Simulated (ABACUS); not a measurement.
Input of an ABACUS 3.10.1 run:

File INPUT:

```
INPUT_PARAMETERS
suffix              GaN
calculation         cell-relax
basis_type          pw
pseudo_dir          ./
latname             fcc
symmetry            1
dft_functional      pbesol
ecutwfc             84
pseudo_rcut         10
nspin               1
nbands              13
ks_solver           dav
smearing_method     fd
smearing_sigma      0.00367493
scf_thr             1e-08
scf_nmax            100
mixing_type         broyden
mixing_beta         0.7
cal_force           1
cal_stress          1
relax_nmax          60
force_thr_ev        0.01
relax_method        cg
out_stru            1
stress_thr          1
kpar                4
```

STRU

```
ATOMIC_SPECIES
Ga 69.7230 Ga.upf
N 14.0070 N.upf

LATTICE_CONSTANT
8.5169979397

ATOMIC_POSITIONS
Direct

Ga
0.0
1
0.0000000000 0.0000000000 0.0000000000 1 1 1

N
0.0
1
0.7500000000 0.7500000000 0.7500000000 1 1 1
```

File KPT:

```
K_POINTS
0
Gamma
8 8 8 0 0 0
```

Potentials or basis: PseudoDojo NC SR 0.4.1 PBEsol standard, plane waves.

Command:

```sh
$ OMP_NUM_THREADS=1 mpirun -np 4 abacus > log
```

Estimate the relaxed cell.

a = 3.182 Å, b = 3.182 Å, c = 3.182 Å, α = 60.00°, β = 60.00°, γ = 60.00°.

Predict the relaxed volume.

11.39 Å³/atom.

Estimate the space group after relaxing (to 0.05 Å).

F-43m (No. 216).

Final structure:
```
CELL_PARAMETERS angstrom
-2.24971 0.00000 2.24971
0.00000 2.24971 2.24971
-2.24971 2.24971 0.00000
ATOMIC_POSITIONS crystal
Ga 0.00000 0.00000 0.00000
N 0.75000 0.75000 0.75000
```
